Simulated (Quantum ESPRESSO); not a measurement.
# Rb (Im-3m) in Quantum ESPRESSO: convergence with wavefunction cutoff

Aim: find how far wavefunction cutoff must go before the results for Rb settle, at PBEsol. This setting moves, with any that are tied to it; all else stays.

Everything below comes from runs of Quantum ESPRESSO 7.5. Logs are shortened: lines on timing, memory, paths and dates and some standing lists are left out, and cuts for length are marked.

## Step 1: The crystal as given

The structure is cubic, space group Im-3m (No. 229). The conventional cell has a = 5.605 Å, b = 5.605 Å, c = 5.605 Å, α = 90.00°, β = 90.00°, γ = 90.00°.

## Step 2: With wavefunction cutoff 18 Ry

Contents of pw.in:

```
&CONTROL
  calculation = 'scf'
  prefix = 'pwscf'
  outdir = './tmp'
  pseudo_dir = './pseudo'
  tprnfor = .true.
  tstress = .true.
  disk_io = 'nowf'
/
&SYSTEM
  ibrav = 0
  nat = 1
  ntyp = 1
  ecutwfc = 18
  nbnd = 10
  occupations = 'smearing'
  smearing = 'mv'
  degauss = 0.00734986
/
&ELECTRONS
  conv_thr = 2d-10
  electron_maxstep = 120
  mixing_beta = 0.5
/
ATOMIC_SPECIES
Rb    85.4678 Rb.upf
CELL_PARAMETERS angstrom
  -2.8025000000    2.8025000000    2.8025000000
   2.8025000000   -2.8025000000    2.8025000000
   2.8025000000    2.8025000000   -2.8025000000
ATOMIC_POSITIONS crystal
Rb     0.0000000000    0.0000000000    0.0000000000
K_POINTS automatic
7 7 7 0 0 0
```

Potentials or basis: PseudoDojo 0.4.1 SR PBEsol standard.

On the command line:

```console
OMP_NUM_THREADS=1 pw.x -in pw.in > pw.out
```

pw.out:

```text
This program is part of the open-source Quantum ESPRESSO suite
     for quantum simulation of materials; please cite
         "P. Giannozzi et al., J. Phys.:Condens. Matter 21 395502 (2009);
         "P. Giannozzi et al., J. Phys.:Condens. Matter 29 465901 (2017);
         "P. Giannozzi et al., J. Chem. Phys. 152 154105 (2020);
     in publications or presentations arising from this work. More details at

     Message from routine setup:
     using ibrav=0 with symmetry is DISCOURAGED, use correct ibrav instead

     G-vector sticks info
     --------------------
     sticks:   dense  smooth     PW     G-vecs:    dense   smooth      PW
     Sum         459     459    139                 6099     6099    1061

     Using Slab Decomposition

     bravais-lattice index     =            0
     lattice parameter (alat)  =       9.1729  a.u.
     unit-cell volume          =     594.1464 (a.u.)^3
     number of atoms/cell      =            1
     number of atomic types    =            1
     number of electrons       =         9.00
     number of Kohn-Sham states=           10
     kinetic-energy cutoff     =      18.0000  Ry
     charge density cutoff     =      72.0000  Ry
     scf convergence threshold =      2.0E-10
     mixing beta               =       0.5000
     number of iterations used =            8  plain     mixing
     Exchange-correlation= PBESOL
                           (   1   4  10   8   0   0   0)

     celldm(1)=   9.172867  celldm(2)=   0.000000  celldm(3)=   0.000000
     celldm(4)=   0.000000  celldm(5)=   0.000000  celldm(6)=   0.000000

     crystal axes: (cart. coord. in units of alat)
               a(1) = (  -0.577350   0.577350   0.577350 )
               a(2) = (   0.577350  -0.577350   0.577350 )
               a(3) = (   0.577350   0.577350  -0.577350 )

     reciprocal axes: (cart. coord. in units 2 pi/alat)
               b(1) = ( -0.000000  0.866025  0.866025 )
               b(2) = (  0.866025 -0.000000  0.866025 )
               b(3) = (  0.866025  0.866025  0.000000 )

     PseudoPot. # 1 for Rb read from file:
     Rb.upf
     Pseudo is Norm-conserving + core correction, Zval =  9.0
     Generated using ONCVPSP code by D. R. Hamann
     Using radial grid of 2280 points,  6 beta functions with:
                l(1) =   0
                l(2) =   0
                l(3) =   1
                l(4) =   1
                l(5) =   2
                l(6) =   2

     atomic species   valence    mass     pseudopotential
     Rb                9.00    85.46780     Rb( 1.00)

     48 Sym. Ops., with inversion, found

   Cartesian axes

     site n.     atom                  positions (alat units)
         1        Rb     tau(   1) = (   0.0000000   0.0000000   0.0000000  )

     number of k points=    20  Marzari-Vanderbilt smearing, width (Ry)=  0.0073
                       cart. coord. in units 2pi/alat
        k(    1) = (   0.0000000   0.0000000   0.0000000), wk =   0.0058309
        k(    2) = (   0.1237179   0.1237179   0.0000000), wk =   0.0699708
        k(    3) = (   0.2474358   0.2474358   0.0000000), wk =   0.0699708
        k(    4) = (   0.3711537   0.3711537   0.0000000), wk =   0.0699708
        k(    5) = (   0.2474358   0.1237179   0.1237179), wk =   0.1399417
        k(    6) = (   0.3711537   0.2474358   0.1237179), wk =   0.2798834
[... 12 lines left out ...]
        k(   19) = (  -0.7423075  -0.1237179  -0.1237179), wk =   0.0466472
        k(   20) = (  -0.0000000  -0.0000000   0.7423075), wk =   0.0349854

     Dense  grid:     6099 G-vectors     FFT dimensions: (  25,  25,  25)

     Initial potential from superposition of free atoms

     starting charge       8.9760, renormalised to       9.0000
     Starting wfcs are    5 randomized atomic wfcs +    5 random wfcs

     Self-consistent Calculation

     iteration #  1     ecut=    18.00 Ry     beta= 0.50
     Davidson diagonalization with overlap
     ethr =  1.00E-02,  avg # of iterations =  8.0

     Threshold (ethr) on eigenvalues was too large:
     Diagonalizing with lowered threshold

     Davidson diagonalization with overlap
     ethr =  1.16E-04,  avg # of iterations =  5.4

     total energy              =     -53.85470464 Ry
     estimated scf accuracy    <       0.01145152 Ry

     iteration #  2     ecut=    18.00 Ry     beta= 0.50
     Davidson diagonalization with overlap
     ethr =  1.27E-04,  avg # of iterations =  1.9

     total energy              =     -53.85634961 Ry
     estimated scf accuracy    <       0.00085784 Ry

     iteration #  3     ecut=    18.00 Ry     beta= 0.50
     Davidson diagonalization with overlap
     ethr =  9.53E-06,  avg # of iterations =  4.3

     total energy              =     -53.85654769 Ry
     estimated scf accuracy    <       0.00008910 Ry

     iteration #  4     ecut=    18.00 Ry     beta= 0.50
     Davidson diagonalization with overlap
     ethr =  9.90E-07,  avg # of iterations =  2.5

     total energy              =     -53.85655186 Ry
     estimated scf accuracy    <       0.00000017 Ry

     iteration #  5     ecut=    18.00 Ry     beta= 0.50
     Davidson diagonalization with overlap
     ethr =  1.86E-09,  avg # of iterations =  3.2

     total energy              =     -53.85655198 Ry
     estimated scf accuracy    <       0.00000002 Ry

     iteration #  6     ecut=    18.00 Ry     beta= 0.50
     Davidson diagonalization with overlap
     ethr =  1.94E-10,  avg # of iterations =  1.4

     End of self-consistent calculation

          k = 0.0000 0.0000 0.0000 (   767 PWs)   bands (ev):

   -26.1927 -10.9665 -10.9665 -10.9665   0.1345   5.7509   5.7509   5.7509
     6.7168   6.7168

          k = 0.1237 0.1237 0.0000 (   752 PWs)   bands (ev):

   -26.1389 -10.9797 -10.9718 -10.9645   0.3820   5.3263   5.4482   5.9834
     6.4458   6.6475

          k = 0.2474 0.2474 0.0000 (   772 PWs)   bands (ev):

   -26.2124 -11.0324 -10.9889 -10.9679   1.0551   4.2659   4.9674   6.5734
     6.6473   6.6689

          k = 0.3712 0.3712 0.0000 (   762 PWs)   bands (ev):

   -26.1788 -11.0662 -10.9965 -10.9661   2.0113   3.2180   4.6797   6.4853
     7.0148   7.6805

          k = 0.2474 0.1237 0.1237 (   763 PWs)   bands (ev):

   -26.1802 -11.0193 -10.9758 -10.9717   0.8407   4.6907   4.9482   6.2927
     6.3686   6.9787

          k = 0.3712 0.2474 0.1237 (   769 PWs)   bands (ev):

   -26.2047 -11.0529 -10.9981 -10.9725   1.6735   3.7748   4.5244   6.3397
     6.8289   7.2540
[... 21 lines left out ...]
          k =-0.0000-0.0000 0.2474 (   755 PWs)   bands (ev):

   -26.1512 -10.9909 -10.9760 -10.9760   0.6167   5.3703   5.3703   5.4637
     6.0589   7.1489

          k = 0.4949 0.3712 0.3712 (   769 PWs)   bands (ev):

   -26.2058 -11.0286 -11.0286 -10.9962   3.2448   3.2448   3.4421   5.2869
     7.3616   7.3617

          k =-0.0000-0.1237 0.3712 (   767 PWs)   bands (ev):

   -26.1960 -11.0308 -10.9953 -10.9800   1.2736   4.3177   5.0434   5.5503
     6.6400   7.1371

          k =-0.0000-0.2474 0.4949 (   770 PWs)   bands (ev):

   -26.2092 -11.0630 -11.0084 -10.9797   2.2131   3.3063   4.8044   5.4810
     6.9174   7.6389

          k = 0.1237-0.1237 0.4949 (   761 PWs)   bands (ev):

   -26.1774 -11.0474 -11.0123 -10.9871   2.0591   3.7746   4.5024   5.7085
     6.4308   7.2871

          k =-0.7423-0.2474-0.2474 (   767 PWs)   bands (ev):

   -26.1996 -11.0544 -11.0264 -10.9899   2.9890   3.0308   4.1245   5.7899
     6.5684   7.2984

          k =-0.0000-0.0000 0.4949 (   763 PWs)   bands (ev):

   -26.1833 -11.0285 -11.0098 -11.0098   1.8735   4.1062   5.1197   5.1197
     6.1488   6.9011

          k =-0.0000-0.1237 0.6186 (   768 PWs)   bands (ev):

   -26.2018 -11.0500 -11.0241 -11.0129   2.6930   3.4865   4.8431   5.0942
     6.0242   7.6513

          k =-0.7423-0.1237-0.1237 (   772 PWs)   bands (ev):

   -26.2140 -11.0437 -11.0437 -11.0183   3.2441   3.2441   4.3547   5.7203
     5.7203   7.5076

          k =-0.0000-0.0000 0.7423 (   764 PWs)   bands (ev):

   -26.1813 -11.0419 -11.0362 -11.0362   3.1440   3.3906   5.2527   5.3207
     5.3207   7.8046

     the Fermi energy is     2.1053 ev

!    total energy              =     -53.85655199 Ry
     estimated scf accuracy    <          1.1E-10 Ry
     smearing contrib. (-TS)   =      -0.00006718 Ry
     internal energy E=F+TS    =     -53.85648481 Ry

     The total energy is F=E-TS. E is the sum of the following terms:
     one-electron contribution =     -25.98293117 Ry
     hartree contribution      =      13.82184414 Ry
     xc contribution           =     -13.86493354 Ry
     ewald contribution        =     -27.83046424 Ry

     convergence has been achieved in   6 iterations

     Forces acting on atoms (cartesian axes, Ry/au):

     atom    1 type  1   force =     0.00000000    0.00000000    0.00000000

     Total force =     0.000000     Total SCF correction =     0.000000

     Computing stress (Cartesian axis) and pressure

          total   stress  (Ry/bohr**3)                   (kbar)     P=     -122.58
  -0.00083327   0.00000000   0.00000000         -122.58        0.00        0.00
   0.00000000  -0.00083327   0.00000000            0.00     -122.58        0.00
   0.00000000   0.00000000  -0.00083327            0.00        0.00     -122.58

=------------------------------------------------------------------------------=
   JOB DONE.
=------------------------------------------------------------------------------=
```

Run time: 1.3 s. Hardware: 1 thread of Arm Neoverse V2, shared host; peak memory 0.05 GiB.

What came out:

* Free energy: -732.7557 eV
* Pressure: -12.3 GPa
* Band gap on the k mesh: none (metal or under the smearing width)

## Step 3: With wavefunction cutoff 23 Ry

pw.in: that of step 2 with these lines changed.

```diff
@@ -13,3 +13,3 @@
   ntyp = 1
-  ecutwfc = 18
+  ecutwfc = 23
   nbnd = 10
```

Potentials or basis: PseudoDojo 0.4.1 SR PBEsol standard.

On the command line:

```console
OMP_NUM_THREADS=1 pw.x -in pw.in > pw.out
```

It took 2.3 s on 1 thread of Arm Neoverse V2, shared host; peak memory 0.05 GiB.

Results:

```
Free energy            : -734.7391 eV
Pressure               : -7.2 GPa
Band gap on the k mesh : none (metal or under the smearing width)
```

## Step 4: With wavefunction cutoff 28 Ry

pw.in: that of step 3 with these lines changed.

```diff
@@ -13,3 +13,3 @@
   ntyp = 1
-  ecutwfc = 23
+  ecutwfc = 28
   nbnd = 10
```

On the command line:

```console
OMP_NUM_THREADS=1 pw.x -in pw.in > pw.out
```

Wall time 2.2 s (1 thread of Arm Neoverse V2, shared host); peak memory 0.05 GiB.

Results:

```yaml
Free_energy: -735.5647 eV
Pressure: -3.2 GPa
Band_gap_on_the_k_mesh: none (metal or under the smearing width)
```

## Step 5: With wavefunction cutoff 32 Ry

pw.in: that of step 4 with these lines changed.

```diff
@@ -13,3 +13,3 @@
   ntyp = 1
-  ecutwfc = 28
+  ecutwfc = 32
   nbnd = 10
```

On the command line:

```console
OMP_NUM_THREADS=1 pw.x -in pw.in > pw.out
```

Wall time 4.5 s (1 thread of Arm Neoverse V2, shared host); peak memory 0.05 GiB.

Results:

| Quantity | Value |
| --- | --- |
| Free energy | -735.8025 eV |
| Pressure | -1.4 GPa |
| Band gap on the k mesh | none (metal or under the smearing width) |

## Step 6: With wavefunction cutoff 37 Ry

pw.in: that of step 5 with these lines changed.

```diff
@@ -13,3 +13,3 @@
   ntyp = 1
-  ecutwfc = 32
+  ecutwfc = 37
   nbnd = 10
```

Potentials or basis: PseudoDojo 0.4.1 SR PBEsol standard.

On the command line:

```console
OMP_NUM_THREADS=1 pw.x -in pw.in > pw.out
```

Wall time 4.9 s (1 thread of Arm Neoverse V2, shared host); peak memory 0.05 GiB.

The run converged. Its results:

| Property | Result |
| --- | --- |
| Free energy | -735.8934 eV |
| Pressure | -0.4 GPa |
| Band gap on the k mesh | none (metal or under the smearing width) |

## Step 7: With wavefunction cutoff 41 Ry

pw.in: that of step 6 with these lines changed.

```diff
@@ -13,3 +13,3 @@
   ntyp = 1
-  ecutwfc = 37
+  ecutwfc = 41
   nbnd = 10
```

On the command line:

```console
OMP_NUM_THREADS=1 pw.x -in pw.in > pw.out
```

Run time: 6.1 s. Hardware: 1 thread of Arm Neoverse V2, shared host; peak memory 0.05 GiB.

The run converged. Its results:

```yaml
Free_energy: -735.9091 eV
Pressure: -0.1 GPa
Band_gap_on_the_k_mesh: none (metal or under the smearing width)
```

## Step 8: With wavefunction cutoff 46 Ry

pw.in: that of step 7 with these lines changed.

```diff
@@ -13,3 +13,3 @@
   ntyp = 1
-  ecutwfc = 41
+  ecutwfc = 46
   nbnd = 10
```

On the command line:

```console
OMP_NUM_THREADS=1 pw.x -in pw.in > pw.out
```

Wall time 6.4 s (1 thread of Arm Neoverse V2, shared host); peak memory 0.05 GiB.

It converged, with:

```yaml
Free_energy: -735.9119 eV
Pressure: -0.1 GPa
Band_gap_on_the_k_mesh: none (metal or under the smearing width)
```

## Step 9: With wavefunction cutoff 55 Ry

pw.in: that of step 8 with these lines changed.

```diff
@@ -13,3 +13,3 @@
   ntyp = 1
-  ecutwfc = 46
+  ecutwfc = 55
   nbnd = 10
```

Potentials or basis: PseudoDojo 0.4.1 SR PBEsol standard.

On the command line:

```console
OMP_NUM_THREADS=1 pw.x -in pw.in > pw.out
```

It took 10 s on 1 thread of Arm Neoverse V2, shared host; peak memory 0.06 GiB.

Results (log left out):

```
Free energy            : -735.9123 eV
Pressure               : -0.1 GPa
Band gap on the k mesh : none (metal or under the smearing width)
```

## Step 10: With wavefunction cutoff 69 Ry

pw.in: that of step 9 with these lines changed.

```diff
@@ -13,3 +13,3 @@
   ntyp = 1
-  ecutwfc = 55
+  ecutwfc = 69
   nbnd = 10
```

On the command line:

```console
OMP_NUM_THREADS=1 pw.x -in pw.in > pw.out
```

It took 14 s on 1 thread of Arm Neoverse V2, shared host; peak memory 0.08 GiB.

It converged, with:

* Free energy: -735.9126 eV
* Pressure: -0.1 GPa
* Band gap on the k mesh: none (metal or under the smearing width)

## Step 11: Result

```tsv
wavefunction cutoff	energy less the tightest run, at zero smearing (meV/atom)	pressure (GPa)	SCF cycles	CPU time (s)	peak memory (GiB)
18 Ry	3156.88	-12.26	6	1.3	0.05
23 Ry	1173.48	-7.22	6	2.3	0.05
28 Ry	347.87	-3.21	6	2.2	0.05
32 Ry	110.14	-1.40	7	4.5	0.05
37 Ry	19.16	-0.40	7	4.9	0.05
41 Ry	3.45	-0.14	7	6.1	0.05
46 Ry	0.73	-0.07	7	6.4	0.05
55 Ry	0.33	-0.07	7	10	0.06
69 Ry	0.00	-0.07	7	14	0.08
```

Against the tightest run, the energy stays within 1 meV/atom from 46 Ry on; the pressure stays within 0.1 GPa from 41 Ry on. The tightest run that finished is the yardstick and may itself not be fully converged.
